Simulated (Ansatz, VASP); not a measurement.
**One calculation of C, two programs**

File INCAR:

```
PREC     = Accurate       # precision mode
ENCUT    = 520            # plane-wave cutoff, eV
EDIFF    = 1E-6           # SCF threshold, eV
ISMEAR   = 0              # smearing method
SIGMA    = 0.05           # smearing width, eV
LREAL    = False          # projectors in reciprocal space
LASPH    = True           # aspherical terms in the spheres
NELM     = 100            # most SCF steps
ALGO     = Normal         # electronic algorithm
ISIF     = 2              # what is computed and relaxed
LWAVE    = False          # write WAVECAR
LCHARG   = False          # write CHGCAR
GGA      = PS             # functional
NBANDS   = 11             # bands
```

The input KPOINTS:

```
regular mesh
0
Gamma
  12 12 12
```

Contents of POSCAR:

```
C
1.0
    0.0000000000      1.5831217366      2.2385341356
    1.5831217366      0.0000000000      2.2385341356
    1.5831217366      1.5831217366      0.0000000000
C
2
Direct
    0.5000000000      0.5000000000      0.5000000000
    0.7500000000      0.7500000000      0.7500000000
```

Input for Ansatz:

```yaml
crystal:
  lattice:
    - [0.0, 1.5831217366, 2.2385341356]
    - [1.5831217366, 0.0, 2.2385341356]
    - [1.5831217366, 1.5831217366, 0.0]
  atoms:
    - { symbol: C, position: [0.5, 0.5, 0.5] }
    - { symbol: C, position: [0.75, 0.75, 0.75] }
basis:
  ecutwfc: 420
kpoints:
  mp_grid: { grid: [12, 12, 12] }
hamiltonian:
  xc: pbesol
scf:
  occupations: { method: gaussian, width: 0.05 }
output:
  forces: true
  stress: true
  eigenvalues: true
```

Alike in both runs: task single point; functional PBEsol; k mesh 12 × 12 × 12; occupations gaussian, width 0.05 eV; no spin polarisation.

|  | VASP | Ansatz |
| --- | --- | --- |
| version | VASP 6.6.1 | Ansatz 0.2.0 |
| potentials or method | VASP PAW PBE potentials, release 64 (C) | scalar-relativistic, plane waves, PAW |
| plane-wave cutoff (eV) | 520 | 420 |
| valence electrons in the cell | 8 | 8 |

|  | VASP | Ansatz | Ansatz less VASP |
| --- | --- | --- | --- |
| gap on the k mesh at the Fermi level (eV) | none | none | - |
| pressure (GPa) | 6.7 | 5.9 | -0.84 |
| largest component of the traceless stress (GPa) | 262.25 | 262.44 | +0.184 |

A gap of «none» marks a metal or a gap that the smearing closes. The functional is the same, so the differences come from potentials, cutoffs and numerics.

Caveats: the PAW data sets were made with another functional, which shifts forces and pressure a little (VASP).
